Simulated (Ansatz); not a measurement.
InSb, DFT, PBEsol, PAW with Ansatz's default frozen-core files, scalar-relativistic (Ansatz 0.2.0), run on 1 thread of Intel(R) Xeon(R) Platinum 8488C (Sapphire Rapids) on a shared host.

The cell is COD entry 9008853, as deposited and not checked against the literature; nothing was relaxed. The listed cell was then made from it by scaling, straining or moving an atom.

Command: `ansatz run input.yaml --threads 1 --pin off --max-ram 3072MiB --backend cpu --events-out ev --progress --plain --runs-dir out`

```yaml
crystal:
  lattice:
    - [0.0, 3.2391, 3.174318]
    - [3.2391, 0.0, 3.174318]
    - [3.2391, 3.2391, 0.0]
  atoms:
    - { symbol: In, position: [0.0, 0.0, 0.0] }
    - { symbol: Sb, position: [0.75, 0.75, 0.75] }
kpoints:
  mp_grid: { grid: [9, 9, 9] }
scf:
  occupations: { method: fermi_dirac, width: 0.05 }
hamiltonian:
  xc: pbesol
  pseudopotentials: { kind: paw }
output:
  forces: true
  stress: true
  eigenvalues: true
  efg: { contact_densities: true }
```

Task: How large is the problem that the program sets up?

Result: 75 irreducible k-points, 1307 plane waves at Γ, 18 bands.

Task: About how long does it take, and how much memory does it use?

Result: 8.8 s of wall time for 8 SCF iterations, with a peak of 0.49 GiB. Times on shared machines scatter by tens of per cent.

Task: And the same cell and mesh by all-electron PAW (datasets made for this crystal), asked for forces, stress, eigenvalues, efg, on the same hardware?

Result: 10 s, peak memory 0.67 GiB.
